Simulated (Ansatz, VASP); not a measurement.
# Be in VASP and in Ansatz

```
Be
1.0
    -3.35901    3.35901    3.35901
     3.35901   -3.35901    3.35901
     3.35901    3.35901   -3.35901
Be
6
Direct
  0.62500 0.25000 0.87500
  0.87500 0.62500 0.25000
  0.75000 0.62500 0.87500
  0.25000 0.87500 0.62500
  0.87500 0.75000 0.62500
  0.62500 0.87500 0.75000
```

Alike in both runs: task relaxation of cell and atoms; functional PBE; k mesh 8 × 8 × 8; occupations gaussian, width 0.1 eV; no spin polarisation.

|  | VASP | Ansatz |
| --- | --- | --- |
| version | VASP 6.6.1 | Ansatz 0.2.0 |
| potentials or method | VASP PAW PBE potentials, release 64 (Be) | scalar-relativistic, plane waves, PAW |
| plane-wave cutoff (eV) | 600 | 420 |
| valence electrons in the cell | 12 | 12 |

```csv
,VASP,Ansatz,Ansatz less VASP
"gap on the k mesh at the Fermi level, each at its own relaxed structure (eV)",none,none,-
relaxed volume (Å³/atom),25.49,25.44,-0.047
relaxed cell length with the largest relative difference (Å),5.835,5.832,-0.0036
```

A gap of «none» marks a metal or a gap that the smearing closes.
